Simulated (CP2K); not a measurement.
Runs of CP2K 2026.2 on Mg3Sb2. It takes space group P-3m1 (No. 164, trigonal). Conventional cell: a = 4.582 Å, b = 4.582 Å, c = 7.244 Å, α = 90.00°, β = 90.00°, γ = 120.00°. Sb (site symmetry 3m) is surrounded by 7 Mg at 2.82 to 3.15 Å. Around Mg (site symmetry -3m) lie 6 Sb at 3.15 Å. Mg (site symmetry 3m) is surrounded by 4 Sb at 2.82 to 2.86 Å. 

| task | level | potentials or basis | smearing | EPS_DEFAULT | NGRIDS | MPI ranks | points a segment of the path (NPOINTS) | bands added on the path | gap on the mesh (eV) | pressure (GPa) | largest force (eV/Å) |
| --- | --- | --- | --- | --- | --- | --- | --- | --- | --- | --- | --- |
| single point | PBE | POTENTIAL_UZH Sb GTH-PBE-q5, Mg GTH-PBE-q10; TZVP-MOLOPT-PBE-GTH basis | fermi-dirac 0.05 eV | 1.0E-10 | 5 | 3 | - | - | 0.29 | 2.1 | 0.60 |
| band structure | PBE | POTENTIAL_UZH Sb GTH-PBE-q5, Mg GTH-PBE-q10; TZVP-MOLOPT-PBE-GTH basis | fermi-dirac 0.01 eV | 1.0E-9 | 5 | 3 | 8 | 4 | 0.29 | 2.1 | (b) |
| band structure | LDA | GTH_POTENTIALS Sb GTH-PADE-q5, Mg GTH-PADE-q10; TZVP-MOLOPT-PBE-GTH basis | fermi-dirac 0.05 eV | 1.0E-9 | 4 | 3 | 6 | 2 | 0.25 | (c) | 0.44 |
| band structure | r2SCAN | POTENTIAL_UZH Sb GTH-SCAN-q5, Mg GTH-SCAN-q10; TZVP-MOLOPT-SCAN-GTH basis | fermi-dirac 0.01 eV | 1.0E-9 | 5 | 3 | 8 | 4 | (a) | 0.7 | 0.43 |

Alike in all rows: no spin polarisation; cell as given; k mesh 7 × 7 × 4.

Question: Fill in the values left out.

Answer: (a) 0.70; (b) 0.59; (c) -1.0.

Caveats: spin-orbit coupling is left out, which moves the levels of the heavy elements; the basis of atomic orbitals isn't converged, which shifts pressures, moduli and gaps; an odd mesh through Γ misses points on the zone boundary, where band edges often lie (some runs).

A k mesh can miss the band edges, and the runs leave out spin-orbit coupling on Sb.
